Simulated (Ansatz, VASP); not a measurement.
## One calculation of Sb, two programs

File INCAR:

```
ALGO = Normal
EDIFF = 1E-6
ENCUT = 520
GGA = PE
ISIF = 2
ISMEAR = 0
IVDW = 12
LASPH = True
LCHARG = False
LREAL = False
LWAVE = False
NBANDS = 12
NELM = 60
PREC = Accurate
SIGMA = 0.15
```

The input KPOINTS:

```
k-points
0
Gamma
  18 18 10
```

File POSCAR:

```
Sb
1.0
    3.3690001795      0.0000000000      0.0000000000
   -1.6845000898      2.9176397408      0.0000000000
    0.0000000000      0.0000000000      5.3300000000
Sb
2
Direct
    0.3333333333      0.6666666667      0.2500000000
    0.6666666667      0.3333333333      0.7500000000
```

Input for Ansatz:

```yaml
crystal:
  lattice:
    - [3.3690001795, 0.0, 0.0]
    - [-1.6845000898, 2.9176397408, 0.0]
    - [0.0, 0.0, 5.33]
  atoms:
    - { symbol: Sb, position: [0.3333333333, 0.6666666667, 0.25] }
    - { symbol: Sb, position: [0.6666666667, 0.3333333333, 0.75] }
basis:
  ecutwfc: 420
kpoints:
  mp_grid: { grid: [18, 18, 10] }
hamiltonian:
  xc: pbe
  dispersion: d3bj
scf:
  occupations: { method: gaussian, width: 0.15 }
output:
  forces: true
  stress: true
  eigenvalues: true
```

This isn't the form of Sb at room conditions, which is rhombohedral.

Alike in both runs: task single point; functional PBE; dispersion D3(BJ); k mesh 18 × 18 × 10; occupations gaussian, width 0.15 eV; no spin polarisation.

```csv
,VASP,Ansatz
version,VASP 6.6.1,Ansatz 0.2.0
potentials or method,"VASP PAW PBE potentials, release 64 (Sb)","scalar-relativistic, plane waves, PAW"
plane-wave cutoff (eV),520,420
valence electrons in the cell,10,30
```

```tsv
	VASP	Ansatz	Ansatz less VASP
gap on the k mesh at the Fermi level (eV)	none	none	-
pressure (GPa)	-0.3	-0.2	+0.14
largest component of the traceless stress (GPa)	1.14	1.15	+0.003
```

A gap of «none» marks a metal or a gap that the smearing closes. The two sets of potentials don't hold the same shells in valence.

Caveats: pairwise dispersion overbinds metals, which lowers pressure and volume. Spin-orbit coupling is left out, which matters for the levels of Sb.
